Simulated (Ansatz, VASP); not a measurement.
## One calculation of AlN, two programs

File INCAR:

```
SYSTEM = AlN
ALGO = Normal
EDIFF = 1E-6
ENCUT = 520
GGA = PE
ISIF = 2
ISMEAR = 0
LASPH = .True.
LCHARG = .False.
LREAL = .False.
LWAVE = .False.
NBANDS = 16
NELM = 100
PREC = Accurate
SIGMA = 0.02
```

The input KPOINTS:

```
k-points
0
Gamma
  9 9 6
  0 0 0
```

The input POSCAR:

```
AlN
1.0
    3.1302014549      0.0000000000      0.0000000000
   -1.5651007274      2.7108339789      0.0000000000
    0.0000000000      0.0000000000      5.0180342150
Al N
2 2
Direct
    0.6666666667      0.3333333333      0.4992343693
    0.3333333333      0.6666666667      0.9992343693
    0.6666666667      0.3333333333      0.8807656307
    0.3333333333      0.6666666667      0.3807656307
```

Input for Ansatz:

```yaml
crystal:
  lattice:
    - [3.1302014549, 0.0, 0.0]
    - [-1.5651007274, 2.7108339789, 0.0]
    - [0.0, 0.0, 5.018034215]
  atoms:
    - { symbol: Al, position: [0.6666666667, 0.3333333333, 0.4992343693] }
    - { symbol: Al, position: [0.3333333333, 0.6666666667, 0.9992343693] }
    - { symbol: "N", position: [0.6666666667, 0.3333333333, 0.8807656307] }
    - { symbol: "N", position: [0.3333333333, 0.6666666667, 0.3807656307] }
basis:
  ecutwfc: 420
kpoints:
  mp_grid: { grid: [9, 9, 6] }
  band_path:
    path:
      - [[0.0, 0.0, 0.0], [0.5, 0.0, 0.0], [0.33333333, 0.33333333, 0.0], [0.0, 0.0, 0.0], [0.0, 0.0, 0.5], [0.5, 0.0, 0.5], [0.33333333, 0.33333333, 0.5], [0.0, 0.0, 0.5]]
      - [[0.5, 0.0, 0.5], [0.5, 0.0, 0.0]]
      - [[0.33333333, 0.33333333, 0.5], [0.33333333, 0.33333333, 0.0]]
    npoints: 10
hamiltonian:
  xc: pbe
scf:
  occupations: { method: gaussian, width: 0.02 }
  n_extra_bands: 8
output:
  forces: true
  stress: true
  eigenvalues: true
```

Alike in both runs: task single point; functional PBE; k mesh 9 × 9 × 6; occupations gaussian, width 0.02 eV; no spin polarisation.

```csv
,VASP,Ansatz
version,VASP 6.6.1,Ansatz 0.2.0
potentials or method,"VASP PAW PBE potentials, release 64 (Al, N)","scalar-relativistic, plane waves, PAW"
plane-wave cutoff (eV),520,420
valence electrons in the cell,16,16
```

VASP gave:

| Item | Value |
| --- | --- |
| gap on the k mesh at the Fermi level (eV) | 4.04 |
| least direct gap on the mesh (eV) | 4.04 |
| pressure (GPa) | -0.3 |

**Question.** What did Ansatz give for the same quantities?

**Answer.** gap on the k mesh at the Fermi level (eV): 4.03; least direct gap on the mesh (eV): 4.03; pressure (GPa): 0.0.
